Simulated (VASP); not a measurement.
# Be (P6_3/mmc) in VASP: electric field gradients with PBEsol

Aim: the electric field gradients of Be with PBEsol.

Everything below comes from runs of VASP 6.6.1. Logs are shortened: lines on timing, memory, paths and dates and some standing lists are left out, and cuts for length are marked.

## (1) Starting point

The structure is hexagonal, space group P6_3/mmc (No. 194). The conventional cell has a = 2.285 Å, b = 2.285 Å, c = 3.584 Å, α = 90.00°, β = 90.00°, γ = 120.00°. Be (site symmetry -6m2) has 12 Be at 2.23 to 2.29 Å as nearest neighbours.

## (2) Electric field gradients, PBEsol

File INCAR:

```
SYSTEM = Be
  PREC = Accurate
  ENCUT = 600
  EDIFF = 1E-7
  ISMEAR = -1
  SIGMA = 0.05
  LREAL = .FALSE.
  LASPH = .TRUE.
  NELM = 80
  ALGO = Normal
  ISIF = 2
  LWAVE = .FALSE.
  LCHARG = .FALSE.
  GGA = PS
  LEFG = .TRUE.
```

File KPOINTS:

```
regular mesh
0
G
  16 16 9
  0 0 0
```

File POSCAR:

```
Be
1.0
    2.2853000000      0.0000000000      0.0000000000
   -1.1426500000      1.9791278553      0.0000000000
    0.0000000000      0.0000000000      3.5842000000
Be
2
Direct
    0.3333333333      0.6666666667      0.2500000000
    0.6666666667      0.3333333333      0.7500000000
```

Potentials or basis: VASP PAW PBE potentials, release 64 (Be_sv).

On the command line:

```bash
> cat potpaw_PBE.64/Be_sv/POTCAR > POTCAR
> mpirun -np 1 vasp_std > vasp.out
```

OUTCAR:

```text
SYSTEM = Be
   PREC = Accurate
   ENCUT = 600
   EDIFF = 1E-7
   ISMEAR = -1
   LREAL = .FALSE.
   LASPH = .TRUE.
   NELM = 80
   ISIF = 2
   GGA = PS

 ion  position               nearest neighbor table
   1  0.333  0.667  0.250-   2 2.23   2 2.23   2 2.23   2 2.23   2 2.23   2 2.23
   2  0.667  0.333  0.750-   1 2.23   1 2.23   1 2.23   1 2.23   1 2.23   1 2.23

  LATTYP: Found a hexagonal cell.
 ALAT       =     2.2853000000
 C/A-ratio  =     1.5683717674

  Lattice vectors:

 A1 = (   2.2853000000,   0.0000000000,   0.0000000000)
 A2 = (  -1.1426500000,   1.9791278553,   0.0000000000)
 A3 = (   0.0000000000,   0.0000000000,   3.5842000000)

Analysis of symmetry for initial positions (statically):
=====================================================================
 Subroutine PRICEL returns:
 Original cell was already a primitive cell.

 Routine SETGRP: Setting up the symmetry group for a
 hexagonal supercell.

 Subroutine GETGRP returns: Found 24 space group operations
 (whereof 12 operations were pure point group operations)
 out of a pool of 24 trial point group operations.

The static configuration has the point symmetry D_3d.
 The point group associated with its full space group is D_6h.

Analysis of symmetry for dynamics (positions and initial velocities):
=====================================================================
 Subroutine PRICEL returns:
 Original cell was already a primitive cell.

 Routine SETGRP: Setting up the symmetry group for a
 hexagonal supercell.

 Subroutine GETGRP returns: Found 24 space group operations
 (whereof 12 operations were pure point group operations)
 out of a pool of 24 trial point group operations.

The dynamic configuration has the point symmetry D_3d.
 The point group associated with its full space group is D_6h.

 Subroutine INISYM returns: Found 24 space group operations
 (whereof 12 operations are pure point group operations),
 and found     1 'primitive' translations

----------------------------------------------------------------------------------------

                                     Primitive cell

  volume of cell :      16.2110
[... 130 lines left out ...]
  ext. energy  EPLUGINS =         0.00000000
  ---------------------------------------------------
  free energy    TOTEN  =        -7.99841971 eV

  energy without entropy =       -7.99753958  energy(sigma->0) =       -7.99797965

 E-fermi :   4.8974     XC(G=0): -11.1581

 val. band max:        4.8793194978   @ k =   0.3125   0.1250   0.0000
 cond. band min:       4.9377723524   @ k =   0.2500   0.2500   0.1111
 fundamental gap:      0.0584528546
 Fermi energy:         4.8973616899

 k-point     1 :       0.0000    0.0000    0.0000
  band No.  band energies     occupation
      1     -94.2465      2.00000
      2     -94.2198      2.00000
      3      -6.2622      2.00000
      4       0.5911      2.00000
      5       6.0393      0.00000
      6      20.5338      0.00000
      7      20.5338      0.00000
      8      23.3560      0.00000
[... 243 lines left out ...]
 k-point    24 :       0.2500    0.1875    0.0000
  band No.  band energies     occupation
      1     -94.2278      2.00000
      2     -94.2156      2.00000
      3      -2.1632      2.00000
      4       5.8453      0.00000
      5       5.9315      0.00000
      6       8.6883      0.00000
      7      12.4108      0.00000
      8      16.6341      0.00000

 [... further k-points ...]

------------------------ aborting loop because EDIFF is reached ----------------------------------------

  FORCE on cell =-STRESS in cart. coord.  units (eV):
  Direction    XX          YY          ZZ          XY          YZ          ZX
  --------------------------------------------------------------------------------------
  -------------------------------------------------------------------------------------
  Total       -0.3886954     -0.3886954     -0.3611022      0.0000000     -0.0000000      0.0000000
  in kB      -38.4158664    -38.4158664    -35.6887578      0.0000000     -0.0000000      0.0000000
  external PRESSURE =     -37.5068302 kB  Pullay stress =       0.0000000 kB

 VOLUME and BASIS-vectors are now :
 -----------------------------------------------------------------------------
  energy-cutoff  :      600.00
  volume of cell :       16.21
      direct lattice vectors                 reciprocal lattice vectors
     2.285300000  0.000000000  0.000000000     0.437579311  0.252636533  0.000000000
    -1.142650000  1.979127855  0.000000000     0.000000000  0.505273066  0.000000000
     0.000000000  0.000000000  3.584200000     0.000000000  0.000000000  0.279002288

 POSITION                                       TOTAL-FORCE (eV/Angst)
 -----------------------------------------------------------------------------------
     -0.00000      1.31942      0.89605         0.000000      0.000000      0.000000
      1.14265      0.65971      2.68815        -0.000000     -0.000000      0.000000
 -----------------------------------------------------------------------------------
    total drift:                               -0.000000      0.000000      0.000000

  FREE ENERGIE OF THE ION-ELECTRON SYSTEM (eV)
  ---------------------------------------------------
  free  energy   TOTEN  =        -7.9984197119 eV

  energy  without entropy=       -7.9975395833  energy(sigma->0) =       -7.99797965

 Electric field gradients (V/A^2)
---------------------------------------------------------------------
 ion       V_xx      V_yy      V_zz      V_xy      V_xz      V_yz
---------------------------------------------------------------------
   1       0.256     0.252    -0.508    -0.003     0.000     0.000
   2       0.256     0.252    -0.508    -0.003     0.000     0.000
---------------------------------------------------------------------

 Electric field gradients after diagonalization (V/A^2)
 (convention: |V_zz| > |V_xx| > |V_yy|)
----------------------------------------------------------------------
 ion       V_xx      V_yy      V_zz     asymmetry (V_yy - V_xx)/ V_zz
----------------------------------------------------------------------
   1       0.258     0.250    -0.508       0.015
   2       0.258     0.250    -0.508       0.015
----------------------------------------------------------------------

           NMR quadrupolar parameters

 Cq : quadrupolar parameter    Cq=e*Q*V_zz/h
 eta: asymmetry parameters     (V_yy - V_xx)/ V_zz
 Q  : nuclear electric quadrupole moment in mb (millibarn)
----------------------------------------------------------------------
 ion       Cq(MHz)       eta       Q (mb)
----------------------------------------------------------------------
   1      -0.001       0.015       1.000
   2      -0.001       0.015       1.000
----------------------------------------------------------------------
```

Run time: 8.6 s. Hardware: 1 thread of AMD EPYC 9R45 (Zen 5), shared host; peak memory 0.1 GiB.

What came out:

```
Free energy            : -7.9984 eV
Pressure               : -3.8 GPa
Band gap on the k mesh : none (metal or under the smearing width)
```

Stress tensor (GPa, compression positive):
```
-3.84  0.00  0.00
 0.00 -3.84  0.00
 0.00  0.00 -3.57
```

Levels at points of the mesh, in eV from the Fermi level:
```
           k point  band 3  band 4  band 5  band 6  band 7  band 8
(0.00, 0.00, 0.00)  -11.16   -4.31    1.14   15.64   15.64   18.46
(0.50, 0.00, 0.00)   -4.92   -3.09    3.60    6.45    6.66    9.19
```

Electric field gradients, principal values (V/Å²):
```tsv
atom	Vxx	Vyy	Vzz
1 Be	0.250	0.258	-0.508
2 Be	0.250	0.258	-0.508
```

Caveat: the PAW data sets were made with another functional, which shifts forces and pressure a little.
